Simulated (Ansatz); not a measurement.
**Phonon spectrum of ZrO$_{2}$**

These are results of DFT PBE, scalar-relativistic, plane waves, PAW (Ansatz 0.2.0), not measurements. Plane waves to 420 eV; Γ-centred k mesh 8×8×8; fixed occupations. No spin polarisation. Phonons by linear response, acoustic sum rule imposed.

Equilibrium structure at this level:
```
CELL_PARAMETERS angstrom
0.00000 2.55791 2.55791
2.55791 0.00000 2.55791
2.55791 2.55791 0.00000
ATOMIC_POSITIONS crystal
Zr 0.50000 0.50000 0.50000
O 0.25000 0.25000 0.25000
O 0.75000 0.75000 0.75000
```

It comes from a database structure that was distorted and then relaxed.

Force constants from linear response on a 4×4×4 q mesh.

Question: Is the structure dynamically stable on this mesh?

Answer: No: at q = (0.000, -0.500, -0.500) a mode is imaginary, 220i cm⁻¹.

Question: Give the frequencies (cm⁻¹; i marks imaginary ones) at the irreducible q points, in fractions of the reciprocal vectors, the Γ row without the LO field.

Answer:
```
                  q  star                           frequencies
  0.000 0.000 0.000     1         0 0 0 220 220 220 549 549 549
  0.000 0.000 0.250     8     97 97 184 295 295 511 524 524 607
 0.000 0.000 -0.500     4   107 107 239 378 378 484 484 494 564
  0.000 0.250 0.250     6     92 92 228 228 257 405 545 545 646
 0.000 0.250 -0.500    24   110 145 218 264 324 347 515 541 631
 0.000 0.250 -0.250    12   109 139 204 247 404 428 448 558 610
0.000 -0.500 -0.500     3  220i 114 114 280 280 343 535 535 663
0.250 -0.500 -0.250     6   81i 119 211 244 244 439 439 575 637
```
